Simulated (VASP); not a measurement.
Wanted: the native input for a VASP 6.6.1 run.

- Task: relaxation of cell and atoms
- Functional: RPBE
- Potentials or basis: VASP PAW PBE potentials, release 64 (Cd, O)
- Cutoff: 600 eV
- k mesh: 16 × 16 × 16
- Occupations: gaussian, width 0.1 eV
- Spin: no spin polarisation
- Further INCAR settings: ALGO = Normal; EDIFF = 1e-07; IBRION = 2; EDIFFG = -0.005; NSW = 90; ISIF = 3

The structure of CdO lies in POSCAR:

```
CdO
1.0
    0.0000000000      2.3609927700      2.3609927700
    2.3609927700      0.0000000000      2.3609927700
    2.3609927700      2.3609927700      0.0000000000
Cd O
1 1
Direct
    0.0000000000      0.0000000000      0.0000000000
    0.5000000000      0.5000000000      0.5000000000
```

The cell is a database's computed one.

These files were run (other wordings do the same):

INCAR

```
SYSTEM = CdO
ALGO = Normal
EDIFF = 1E-7
EDIFFG = -0.005
ENCUT = 600
GGA = RP
IBRION = 2
ISIF = 3
ISMEAR = 0
LASPH = .True.
LCHARG = .False.
LREAL = .False.
LWAVE = .False.
NELM = 100
NSW = 90
PREC = Accurate
SIGMA = 0.1
```

KPOINTS

```
k-points
0
Gamma
  16 16 16
  0 0 0
```

Potentials or basis: VASP PAW PBE potentials, release 64 (Cd, O).

Command:

```console
$ cat potpaw_PBE.64/Cd/POTCAR potpaw_PBE.64/O/POTCAR > POTCAR
$ mpirun -np 1 vasp_std > vasp.out
```

Results of the run:

```yaml
Relaxed_volume: 14.14 Å³/atom
Relaxed_cell: a = 3.420 Å, b = 3.420 Å, c = 3.420 Å, α = 60.00°, β = 60.00°, γ = 60.00°
Space_group_after_relaxing_to_0.05_Å: Fm-3m (No. 225)
Energy_gained_by_relaxing: 27.1 meV/atom
Ionic_steps: 3
Pressure_after_relaxing: 0.0 GPa
Band_gap_on_the_k_mesh: none (metal or under the smearing width)
```

Caveat: the PAW data sets were made with another functional, which shifts forces and pressure a little; this crystal is a semiconductor, whose small gap the functional closes, so the metal is an error of the method.

Run time: 120 s on 1 thread of Intel(R) Xeon(R) Platinum 8488C (Sapphire Rapids), with other jobs on the host, peak memory 0.21 GiB.
